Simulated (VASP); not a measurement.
# Pd (Im-3m) in VASP: a series of runs

Runs on Pd. Level: PBE. Tasks: single point.

Everything below comes from runs of VASP 6.6.1. Logs are shortened: lines on timing, memory, paths and dates and some standing lists are left out, and cuts for length are marked.

## 1. The crystal as given

It takes space group Im-3m (No. 229, cubic). Conventional cell: a = 3.145 Å, b = 3.145 Å, c = 3.145 Å, α = 90.00°, β = 90.00°, γ = 90.00°. Pd (site symmetry m-3m) has 8 Pd at 2.72 Å as nearest neighbours.

This isn't the form of Pd at room conditions, which is fcc.

## 2. Single point, PBE

INCAR reads:

```
SYSTEM = Pd
PREC = Accurate ; ENCUT = 340
EDIFF = 1E-6 ; ISMEAR = 0
SIGMA = 0.1 ; LREAL = .FALSE.
LASPH = .TRUE. ; NELM = 100
ALGO = Normal ; ISIF = 2
LWAVE = .FALSE. ; LCHARG = .FALSE.
GGA = PE ; ADDGRID = .FALSE.
```

KPOINTS reads:

```
Automatic mesh
0
G
  7 7 7
  0 0 0
```

POSCAR reads:

```
Pd
1.0
   -1.5722810000      1.5722810000      1.5722810000
    1.5722810000     -1.5722810000      1.5722810000
    1.5722810000      1.5722810000     -1.5722810000
Pd
1
Direct
    0.0000000000      0.0000000000      0.0000000000
```

Potentials or basis: VASP PAW PBE potentials, release 64 (Pd).

Launch:

```bash
$ cat potpaw_PBE.64/Pd/POTCAR > POTCAR
$ mpirun -np 1 vasp_std > vasp.out
```

OUTCAR:

```text
SYSTEM = Pd
   PREC = Accurate
   ENCUT = 340
   EDIFF = 1E-6
   ISMEAR = 0
   LREAL = .FALSE.
   LASPH = .TRUE.
   NELM = 100
   ISIF = 2
   GGA = PE

 Found     20 irreducible k-points:

 Following reciprocal coordinates:
            Coordinates               Weight
  0.000000  0.000000  0.000000      1.000000
  0.142857  0.000000  0.000000     12.000000
  0.285714  0.000000  0.000000     12.000000
  0.428571  0.000000  0.000000     12.000000
  0.142857  0.142857  0.000000     24.000000
  0.285714  0.142857  0.000000     48.000000
   k-points           NKPTS =     20   k-points in BZ     NKDIM =     20   number of bands    NBANDS=      9
   number of dos      NEDOS =    301   number of ions     NIONS =      1
   total plane-waves  NPLWV =   4096
   dimension x,y,z NGX =    16 NGY =   16 NGZ =   16
   dimension x,y,z NGXF=    32 NGYF=   32 NGZF=   32
   ions per type =               1
   NGX,Y,Z   is equivalent  to a cutoff of   9.77,  9.77,  9.77 a.u.
   NGXF,Y,Z  is equivalent  to a cutoff of  19.53, 19.53, 19.53 a.u.
 SYSTEM =  Pd
   PREC   = accura    normal or accurate (medium, high low for compatibility)
   ISTART =      0    job   : 0-new  1-cont  2-samecut
   ICHARG =      2    charge: 1-file 2-atom 10-const
   ISPIN  =      1    spin polarized calculation?
   LNONCOLLINEAR =      F non collinear calculations
   LSORBIT =      F    spin-orbit coupling
   LASPH  =      T    aspherical Exc in radial PAW
   ENCUT  =  340.0 eV  24.99 Ry    5.00 a.u.   4.09  4.09  4.09*2*pi/ulx,y,z
   NELM   =    100;   NELMIN=  2; NELMDL= -5     # of ELM steps
   EDIFF  = 0.1E-05   stopping-criterion for ELM
   LREAL  =      F    real-space projection
   EDIFFG = 0.1E-04   stopping-criterion for IOM
   NSW    =      0    number of steps for IOM
   IBRION =     -1    ionic relax: 0-MD 1-quasi-New 2-CG
   NFREE  =      0    steps in history (QN), initial steepest desc. (CG)
   ISIF   =      2    stress and relaxation
   ISYM   =      2    0-nonsym 1-usesym 2-fastsym
   POTIM  = 0.5000    time-step for ionic-motion
   TEBEG  =    0.0;   TEEND  =   0.0 temperature during run
   PSTRESS=    0.0 pullay stress
   NELECT =      10.0000    total number of electrons
   NUPDOWN=      -1.0000    fix difference up-down
   EMIN   =  10.00;   EMAX   =-10.00  energy-range for DOS
   EFERMI =   0.00;   METHOD = LEGACY
   ISMEAR =     0;   SIGMA  =   0.10  broadening in eV -4-tet -1-fermi 0-gaus
   EFERMI_NEDOS =   21; number of points for ismear=-14 and -15
   IALGO  =     38    algorithm
   IMIX   =      4    mixing-type and parameters
     AMIX     =   0.40;   BMIX     =  1.00
     AMIX_MAG =   1.60;   BMIX_MAG =  1.00
  volume/ion in A,a.u.               =      15.55       104.92
  Fermi-wavevector in a.u.,A,eV,Ry     =   1.413160  2.670485 27.171123  1.997021
  Thomas-Fermi vector in A             =   2.534834
   LORBIT       =      0    0 simple, 1 ext, 2 COOP (PROOUT), +10 PAW based schemes
   GGA     = PE    functional components
   LHFCALC =     F    Hartree Fock is set to
   AEXX    =    0.0000 exact exchange contribution
   IVDW    =     0    specifies the selected vdW correction
   LEPSILON=     F    determine dielectric tensor
   LRPA    =     F    only Hartree local field effects (RPA)
 non-spin polarized calculation
 Gauss-broadening in eV      SIGMA  =   0.10
  energy-cutoff  :      340.00
  volume of cell :       15.55
 maximum number of plane-waves:       236
   NGX =  9   NGY =  9   NGZ =  9

 number of electron      10.0000010 magnetization

 Free energy of the ion-electron system (eV)
  ---------------------------------------------------
  ext. energy  EPLUGINS =         0.00000000
  ---------------------------------------------------
  free energy    TOTEN  =        -5.18242456 eV

  energy without entropy =       -5.17126249  energy(sigma->0) =       -5.17684353

 E-fermi :   8.9850     XC(G=0): -12.8489

 val. band max:        8.9776521825   @ k =  -0.4286   0.4286   0.4286
 cond. band min:       9.0048818453   @ k =  -0.2857   0.2857   0.1429
 fundamental gap:      0.0272296627
 Fermi energy:         8.9849746820

 k-point     1 :       0.0000    0.0000    0.0000
  band No.  band energies     occupation
      1       2.1893      2.00000
      2       6.2175      2.00000
      3       6.2175      2.00000
      4       6.2175      2.00000
      5       8.0625      2.00000
      6       8.0625      2.00000
      7      28.1939      0.00000
      8      28.1939      0.00000
      9      28.1939      0.00000

 k-point     2 :       0.1429    0.0000    0.0000
  band No.  band energies     occupation
      1       2.9026      2.00000
      2       5.9893      2.00000
      3       6.2260      2.00000
      4       6.7232      2.00000
      5       7.8461      2.00000
      6       8.0830      2.00000
      7      27.2150      0.00000
      8      27.9897      0.00000
      9      29.0164      0.00000

 k-point     3 :       0.2857    0.0000    0.0000
  band No.  band energies     occupation
      1       4.1213      2.00000
      2       5.5122      2.00000
      3       6.8401      2.00000
      4       7.7962      2.00000
      5       8.0150      2.00000
      6       8.1623      2.00000
      7      22.6204      0.00000
      8      25.9340      0.00000
      9      29.8491      0.00000

 k-point     4 :       0.4286    0.0000    0.0000
  band No.  band energies     occupation
      1       4.0825      2.00000
      2       5.1583      2.00000
      3       7.9507      2.00000
      4       8.2598      2.00000
      5       9.2879      0.00002
      6       9.6127      0.00000
      7      17.5543      0.00000
      8      24.1868      0.00000
      9      26.7334      0.00000

 k-point     5 :       0.1429    0.1429    0.0000
  band No.  band energies     occupation
      1       4.0399      2.00000
      2       5.8543      2.00000
      3       5.8937      2.00000
      4       7.6373      2.00000
      5       7.8597      2.00000
      6       8.2589      2.00000
      7      25.3455      0.00000
      8      25.5679      0.00000
      9      29.4193      0.00000

 k-point     6 :       0.2857    0.1429    0.0000
  band No.  band energies     occupation
      1       4.5708      2.00000
      2       5.4057      2.00000
      3       6.7762      2.00000
      4       7.7961      2.00000
      5       8.3805      2.00000
      6      10.1766      0.00000
      7      20.1059      0.00000
      8      23.4434      0.00000
      9      26.5688      0.00000

 [... further k-points ...]

------------------------ aborting loop because EDIFF is reached ----------------------------------------

  FORCE on cell =-STRESS in cart. coord.  units (eV):
  Direction    XX          YY          ZZ          XY          YZ          ZX
  --------------------------------------------------------------------------------------
  -------------------------------------------------------------------------------------
  Total       -0.1819581     -0.1819581     -0.1819581     -0.0000000      0.0000000     -0.0000000
  in kB      -18.7513073    -18.7513073    -18.7513073     -0.0000000      0.0000000     -0.0000000
  external PRESSURE =     -18.7513073 kB  Pullay stress =       0.0000000 kB

 VOLUME and BASIS-vectors are now :
 -----------------------------------------------------------------------------
  energy-cutoff  :      340.00
  volume of cell :       15.55
      direct lattice vectors                 reciprocal lattice vectors
    -1.572281000  1.572281000  1.572281000     0.000000000  0.318009313  0.318009313
     1.572281000 -1.572281000  1.572281000     0.318009313  0.000000000  0.318009313
     1.572281000  1.572281000 -1.572281000     0.318009313  0.318009313  0.000000000

 POSITION                                       TOTAL-FORCE (eV/Angst)
 -----------------------------------------------------------------------------------
      0.00000      0.00000      0.00000         0.000000     -0.000000      0.000000
 -----------------------------------------------------------------------------------
    total drift:                                0.000000      0.000000     -0.000000

  FREE ENERGIE OF THE ION-ELECTRON SYSTEM (eV)
  ---------------------------------------------------
  free  energy   TOTEN  =        -5.1824245574 eV

  energy  without entropy=       -5.1712624933  energy(sigma->0) =       -5.17684353
```

Run time: 3.7 s. Hardware: 1 thread of Intel Xeon Platinum 8375C at 2.90GHz (Ice Lake), shared host; peak memory 0.11 GiB.

The run converged, but some of its settings lie outside the range that counts as converged, so its numbers aren't taken as properties of the crystal.

Results:

```
Free energy            : -5.1824 eV
Pressure               : -1.9 GPa
Band gap on the k mesh : none (metal or under the smearing width)
```

Caveat: the k mesh is coarse (spacing up to 0.40 Å⁻¹), so the values aren't converged.

## 3. Single point, PBE

INCAR is that of step 2.

KPOINTS is that of step 2.

POSCAR reads:

```
Pd
1.0
   -1.5345420000      1.5703810000      1.5719130000
    1.5565800000     -1.5514420000      1.5750130000
    1.5718420000      1.5887420000     -1.5529740000
Pd
1
Direct
    0.0275280000      0.0634310000      0.0341390000
```

Potentials or basis: VASP PAW PBE potentials, release 64 (Pd).

Launch:

```bash
$ cat potpaw_PBE.64/Pd/POTCAR > POTCAR
$ mpirun -np 1 vasp_std > vasp.out
```

Wall time 13 s (1 thread of Intel Xeon Platinum 8375C at 2.90GHz (Ice Lake), shared host); peak memory 0.12 GiB.

The run converged, but some of its settings lie outside the range that counts as converged, so its numbers aren't taken as properties of the crystal.

What came out:

| Quantity | Value |
| --- | --- |
| Free energy | -5.1793 eV |
| Pressure | -1.8 GPa |
| Band gap on the k mesh | none (metal or under the smearing width) |

Caveat: the k mesh is coarse (spacing up to 0.40 Å⁻¹), so the values aren't converged.

## 4. Single point, PBE

INCAR, as its differences from that of step 3:

```diff
@@ -1,3 +1,3 @@
 SYSTEM = Pd
-PREC = Accurate ; ENCUT = 340
+PREC = Accurate ; ENCUT = 400
 EDIFF = 1E-6 ; ISMEAR = 0
```

KPOINTS is that of step 3.

POSCAR reads:

```
Pd
1.0
   -1.5722810000      1.5722810000      1.5722810000
    1.5722810000     -1.5722810000      1.5722810000
    1.5722810000      1.5722810000     -1.5722810000
Pd
1
Direct
    0.0000000000      0.0000000000      0.0000000000
```

Potentials or basis: VASP PAW PBE potentials, release 64 (Pd).

Launch:

```bash
$ cat potpaw_PBE.64/Pd/POTCAR > POTCAR
$ mpirun -np 1 vasp_std > vasp.out
```

OUTCAR:

```text
SYSTEM = Pd
   PREC = Accurate
   ENCUT = 400
   EDIFF = 1E-6
   ISMEAR = 0
   LREAL = .FALSE.
   LASPH = .TRUE.
   NELM = 100
   ISIF = 2
   GGA = PE

 Found     20 irreducible k-points:

 Following reciprocal coordinates:
            Coordinates               Weight
  0.000000  0.000000  0.000000      1.000000
  0.142857  0.000000  0.000000     12.000000
  0.285714  0.000000  0.000000     12.000000
  0.428571  0.000000  0.000000     12.000000
  0.142857  0.142857  0.000000     24.000000
  0.285714  0.142857  0.000000     48.000000
[... 148 lines left out ...]

------------------------ aborting loop because EDIFF is reached ----------------------------------------

  FORCE on cell =-STRESS in cart. coord.  units (eV):
  Direction    XX          YY          ZZ          XY          YZ          ZX
  --------------------------------------------------------------------------------------
  -------------------------------------------------------------------------------------
  Total       -0.1296579     -0.1296579     -0.1296579     -0.0000000     -0.0000000      0.0000000
  in kB      -13.3616187    -13.3616187    -13.3616187     -0.0000000     -0.0000000      0.0000000
  external PRESSURE =     -13.3616187 kB  Pullay stress =       0.0000000 kB

 VOLUME and BASIS-vectors are now :
 -----------------------------------------------------------------------------
  energy-cutoff  :      400.00
  volume of cell :       15.55
      direct lattice vectors                 reciprocal lattice vectors
    -1.572281000  1.572281000  1.572281000     0.000000000  0.318009313  0.318009313
     1.572281000 -1.572281000  1.572281000     0.318009313  0.000000000  0.318009313
     1.572281000  1.572281000 -1.572281000     0.318009313  0.318009313  0.000000000

 POSITION                                       TOTAL-FORCE (eV/Angst)
 -----------------------------------------------------------------------------------
      0.00000      0.00000      0.00000        -0.000000     -0.000000     -0.000000
 -----------------------------------------------------------------------------------
    total drift:                               -0.000000      0.000000      0.000000

  FREE ENERGIE OF THE ION-ELECTRON SYSTEM (eV)
  ---------------------------------------------------
  free  energy   TOTEN  =        -5.1814454850 eV

  energy  without entropy=       -5.1702882061  energy(sigma->0) =       -5.17586685
```

It took 5.6 s on 1 thread of Intel Xeon Platinum 8375C at 2.90GHz (Ice Lake), shared host; peak memory 0.11 GiB.

The run converged, but some of its settings lie outside the range that counts as converged, so its numbers aren't taken as properties of the crystal.

Results:

- Free energy: -5.1814 eV
- Pressure: -1.3 GPa
- Band gap on the k mesh: none (metal or under the smearing width)

Caveat: the k mesh is coarse (spacing up to 0.40 Å⁻¹), so the values aren't converged.

(Continued in part 2 of 2.)
